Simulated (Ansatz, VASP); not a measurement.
# One calculation of Ge, two programs

The input INCAR:

```
ALGO     = Normal         # electronic algorithm
EDIFF    = 1E-8           # SCF threshold, eV
ENCUT    = 520            # plane-wave cutoff, eV
GGA      = CA             # functional
ISIF     = 2              # what is computed and relaxed
ISMEAR   = -1             # smearing method
LASPH    = T              # aspherical terms in the spheres
LCHARG   = F              # write CHGCAR
LEFG     = T            
LREAL    = F              # projectors in reciprocal space
LWAVE    = F              # write WAVECAR
NBANDS   = 21             # bands
NELM     = 100            # most SCF steps
PREC     = Accurate       # precision mode
SIGMA    = 0.05           # smearing width, eV
```

File KPOINTS:

```
k-points
0
Gamma
  11 11 11
```

POSCAR

```
Ge
1.0
    0.0000000000      2.8374271074      2.8374271074
    2.8374271074      0.0000000000      2.8374271074
    2.8374271074      2.8374271074      0.0000000000
Ge
2
Direct
    0.0000000000      0.0000000000      0.0000000000
    0.2500000000      0.2500000000      0.2500000000
```

Input for Ansatz:

```yaml
crystal:
  lattice:
    - [0.0, 2.8374271074, 2.8374271074]
    - [2.8374271074, 0.0, 2.8374271074]
    - [2.8374271074, 2.8374271074, 0.0]
  atoms:
    - { symbol: Ge, position: [0.0, 0.0, 0.0] }
    - { symbol: Ge, position: [0.25, 0.25, 0.25] }
kpoints:
  mp_grid: { grid: [11, 11, 11] }
  band_path:
    path:
      - [0.0, 0.0, 0.0]
      - [0.5, 0.0, 0.5]
      - [0.625, 0.25, 0.625]
      - [0.375, 0.375, 0.75]
      - [0.0, 0.0, 0.0]
      - [0.5, 0.5, 0.5]
      - [0.5, 0.25, 0.75]
      - [0.5, 0.0, 0.5]
    npoints: 5
scf:
  occupations: { method: fermi_dirac, width: 0.05 }
hamiltonian:
  xc: lda
  pseudopotentials: { kind: paw }
output:
  forces: true
  stress: true
  eigenvalues: true
  efg: { contact_densities: true }
```

Alike in both runs: task electric field gradients; functional LDA; k mesh 11 × 11 × 11; occupations fermi-dirac, width 0.05 eV; no spin polarisation.

|  | VASP | Ansatz |
| --- | --- | --- |
| version | VASP 6.6.1 | Ansatz 0.2.0 |
| potentials or method | VASP PAW LDA potentials, release 64 (Ge_d) | PAW with Ansatz's default frozen-core files, scalar-relativistic |
| plane-wave cutoff (eV) | 520 | 420 |
| valence electrons in the cell | 28 | 28 |

|  | VASP | Ansatz | Ansatz less VASP |
| --- | --- | --- | --- |
| pressure (GPa) | -1.8 | -1.9 | -0.10 |
| Vzz of the field gradient on the site that differs most (V/Å²) | 0.0 | 0.0 | -0.01 |
